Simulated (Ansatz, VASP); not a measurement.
**HfN in VASP and in Ansatz**

```xyz
4
Lattice="3.1339 0.0000 0.0000 -1.5670 2.7140 0.0000 0.0000 0.0000 5.4168" Properties=species:S:1:pos:R:3 pbc="T T T"
Hf    1.5670    0.9047    4.0626
Hf    0.0000    1.8094    1.3542
N     0.0000    0.0000    0.0000
N     0.0000    0.0000    2.7084
```

The cell comes from a database or a generator and needn't be the stable form of this composition.

Alike in both runs: task single point; functional r2SCAN; k mesh 6 × 6 × 4; occupations gaussian, width 0.1 eV; no spin polarisation.

|  | VASP | Ansatz |
| --- | --- | --- |
| version | VASP 6.6.1 | Ansatz 0.2.0 |
| potentials or method | VASP PAW PBE potentials, release 64 (Hf_pv, N) | scalar-relativistic, plane waves, PAW |
| plane-wave cutoff (eV) | 520 | 500 |
| valence electrons in the cell | 30 | 62 |

|  | VASP | Ansatz | Ansatz less VASP |
| --- | --- | --- | --- |
| gap on the k mesh at the Fermi level (eV) | none | none | - |
| pressure (GPa) | -0.2 | 2.4 | +2.60 |
| largest component of the traceless stress (GPa) | 1.29 | 1.18 | -0.109 |

A gap of «none» marks a metal or a gap that the smearing closes. The two sets of potentials don't hold the same shells in valence.

Caveats: the k mesh is coarse (spacing up to 0.39 Å⁻¹), so the values aren't converged; the PAW data sets were made with another functional, which shifts forces and pressure a little (VASP). The runs have no spin-orbit coupling, so splittings on Hf are missing.
